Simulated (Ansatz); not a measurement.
Crystal: Ti.

```
Ti
1.0
     0.00000    2.03000    2.03000
     2.03000    0.00000    2.03000
     2.03000    2.03000    0.00000
Ti
1
Direct
  0.00000 0.00000 0.00000
```

This isn't the form of Ti at room conditions, which is hcp.

Below is the output of Ansatz 0.2.0 for this cell. Logs are shortened: lines on timing, memory, paths and dates and some standing lists are left out, and cuts for length are marked.

```text
Warning: RAYON_NUM_THREADS=2 ignored (pool sized by the plan → 2); use --threads N
Engine: ansatz 0.2.0, aarch64-unknown-linux-gnu
Pseudopotentials: kind: paw
Pseudopotential: Ti, paw, valence charge 12, recommended cutoff 420 eV (normal), Ti.paw.azcp
Functional definition: BLYP
  parameter beta = 0.0042
  parameter a = 0.04918
  parameter b = 0.132
  parameter c = 0.2533
  parameter d = 0.349
  exchange = b88_x(beta = beta)
  correlation = lyp_c(a = a, b = b, c = c, d = d)
Crystal: 1 atoms, lattice volume = 16.731 Å³
Basis set: ecut = 420 eV, 331 PW (Γ), exchange–correlation on 40×40×40 points (8 copies of the dense FFT grid, shifted against one another)
Bands: 10, of which v1, the nominal top of the filled ones, is band 6 counted from 1 (5 counted from 0)
Symmetry: 48 space group operations
Space group: Fm-3m (ITA 225), of the structure as read, at distance tolerance 2.6e-5 Å
k-points: 56 of 1331
Non-local potential: Ti, projectors of the file, l = 0: 3, l = 1: 2, l = 2: 3, l = 3: 1
PAW form: soft (Blöchl's): semilocal exchange-correlation on the pseudo side does not see the compensation charge
PAW frozen core: Ti, regenerated for the run's functional, and the local potential with it (the file was generated under x = pbe(κ = 0.804, μ = 0.2195149727645171), c = pbe(β = 0.06672455060314922))
PAW one-centre angular grid: Ti, 590 points (default); XC on 64 Gauss nodes
Initial density: superposition of atomic densities (neutral atoms: chi_scale 0, normalization atom), corrected by the library's trained network
Initial wavefunctions: pseudopotential atomic-orbital guess
Functional: x = b88, c = lyp
SCF iter   1: F=—  HF=-2505.838096 eV  |F-HF|=—  |Δ(HF+E_count)|=         —  Δρ=1.38e-2  dr2=3.44e-2  ethr=1.77e-3  ⟨swp⟩=4.5  Hψ=2999  notcnv=0
preconditioner: auto → none  [metal: Δε(μ)=0.103 eV  Ē_g=4.110 eV  σ=0.050 eV  W_gap=0.43  n_scr=0 (ndim 8)  ℏωp=18.2 eV  f_vac=0.000  D(μ)=0.94/eV (n_scr^D=14)]
SCF iter   2: F=—  HF=-2505.829073 eV  |F-HF|=—  |Δ(HF+E_count)|=   9.02e-3  Δρ=5.06e-3  dr2=2.39e-3  ethr=2.87e-4  ⟨swp⟩=3.0  Hψ=1520  notcnv=0
SCF iter   3: F=—  HF=-2505.828324 eV  |F-HF|=—  |Δ(HF+E_count)|=   7.48e-4  Δρ=1.57e-3  dr2=2.03e-4  ethr=1.99e-5  ⟨swp⟩=2.0  Hψ=1018  notcnv=0
[... 61 lines left out ...]
relax step   7: F+E_penalty+E_count = -2505.84850193 eV  Δ(F+E_penalty+E_count) = -1.818e-9 eV  max|allowed force component| = 0.000e0 eV/Å  Δτ_max = 0.0000 Å  P = +0.000 GPa  Ω = 17.743 Å³  stress off target by 4.64e-4 GPa  SCF on the basis re-selected at this cell (its energy is not comparable with the rows above)  (4 SCF iters)
basis re-selected at this cell: Δ(F+E_penalty+E_count) = -1.818e-9 eV, ΔP = +0.000 GPa vs the last step (what re-selecting the basis moved, of the pressure what is left beyond the Pulay correction that the steps carried, after the strain that the cell walked since its last selection, with what the two solves' SCF thresholds leave and, on support functions, any second-order correction that the steps lacked; it is no measure of the basis error at this ecutwfc). This SCF's stress stands 4.64e-4 GPa from its target on what of the cell is left free (relax.cell.stress_tol is 5.00e-2 GPa) and its largest allowed force component is 0.00e0 eV/Å (relax.f_tol is 1.00e-2 eV/Å): within both
SCF converged after 4 iterations
Free energy (F): -2505.848502 eV
Harris-Foulkes:  -2505.848502 eV  (|F-HF|=1.36e-12)
Internal energy: -2505.837051 eV  (E = F + TS)
E sigma→0 (E₀):  -2505.842776 eV
Entropy (-TS):   -0.011451 eV (-11.451 meV/atom)
Fermi energy:    13.387593 eV
--- Per-component energies (eV) ---
  E_band       = -155.381091
  E_kinetic    = 272.617419
  E_local      = -828.198246  (includes V_loc(G=0)·N_el)
  E_nonlocal   = 8.604909
  E_hartree    = 340.727777
  E_xc         = -95.365372
  E_vxc        = -119.284607  (∫ρ·V_xc dr)
  E_paw        = -1056.141062  (= ΣΔE_a)
  E_vpaw       = -170.576179  (= ΣTr[D̂ρ^β])
  E_aug_tail   = 0.000108  (compensation charges beyond the density's cutoff)
  E_ewald      = -1148.099519
  E_core_change = 0.016934  (= ΣΔE_core)
  E_smearing   = -0.011451  (= −TS)
  E_closure    = -0.000000  (closes the sum)
  Σ components = -2505.848502   (vs F -2505.848502, Δ=0.00e0)
--- Forces (eV/Å), atoms counted from 1 ---
  atom   1  Ti    -0.00000000    -0.00000000    -0.00000000
  max |Σ_I F_I| component: 4.93e-32 eV/Å
--- Stress (GPa, compression-positive) ---
        0.000464       0.000000      -0.000000
        0.000000       0.000464       0.000000
       -0.000000       0.000000       0.000464
  P = ⅓ Tr σ = 0.0005 GPa (0.005 kbar)
--- Band table (eV; the first three rows and the last of 56) ---
  k-point 0: bands = ["-43.2056", "-19.1875", "-19.1875", "-19.1875", "7.5060", "14.1858", "14.1858", "14.1858", "15.7748", "15.7748"]
  k-point 1: bands = ["-43.1967", "-19.2391", "-19.1940", "-19.1940", "7.7666", "14.0354", "14.2755", "14.2755", "15.7211", "15.7211"]
  k-point 2: bands = ["-43.1725", "-19.3758", "-19.2115", "-19.2115", "8.4986", "13.6884", "14.4369", "14.4369", "15.6854", "15.6854"]
  k-point 55: bands = ["-43.0553", "-19.6135", "-19.5795", "-19.4035", "11.9870", "12.7385", "13.2514", "15.4740", "16.9526", "21.3543"]
--- Relaxed structure (5 steps of the walk, 5 accepted, 2 SCFs on fresh bases) ---
  F+E_penalty+E_count = -2505.84850193 eV   max|allowed force component| = 0.000e0 eV/Å   (the final SCF, on the basis selected at the relaxed cell)
  cell:  # Å, volume = 17.7432 Å³
    - [9.394592185651245e-34, 2.070146310502713, 2.070146310502713]
    - [2.070146310502713, 4.108143701522069e-34, 2.070146310502713]
    - [2.070146310502713, 2.070146310502713, -7.96151880139936e-34]
  atoms:
    - { symbol: Ti, position: [0.0, 0.0, 0.0] }
```

Write the input and the command behind it.

Relaxation of cell and atoms with BLYP, no spin polarisation. The files as run (others can give the same):

input.yaml
```yaml
crystal:
  lattice:
    - [0.0, 2.03, 2.03]
    - [2.03, 0.0, 2.03]
    - [2.03, 2.03, 0.0]
  atoms:
    - { symbol: Ti, position: [0.0, 0.0, 0.0] }
hamiltonian:
  xc: blyp
  pseudopotentials: { kind: paw }
kpoints:
  mp_grid: { grid: [11, 11, 11] }
scf:
  occupations: { method: fermi_dirac, width: 0.05 }
output:
  forces: true
  stress: true
  eigenvalues: true
relax:
  f_tol: 0.01
  max_steps: 40
  cell: { stress_tol: 0.05 }
```

Potentials or basis: Ansatz PAW.
Run with:
```console
$ ansatz run input.yaml --threads 2 --pin off --max-ram 5632MiB --backend cpu --events-out ev --progress --plain --runs-dir out
```

Caveat: the plane-wave basis is chosen anew once the cell has moved, so the energies of steps on either side of that aren't comparable; the PAW data sets come from PBE, with cores solved anew for the run's functional, which leaves a small shift of forces and pressure.
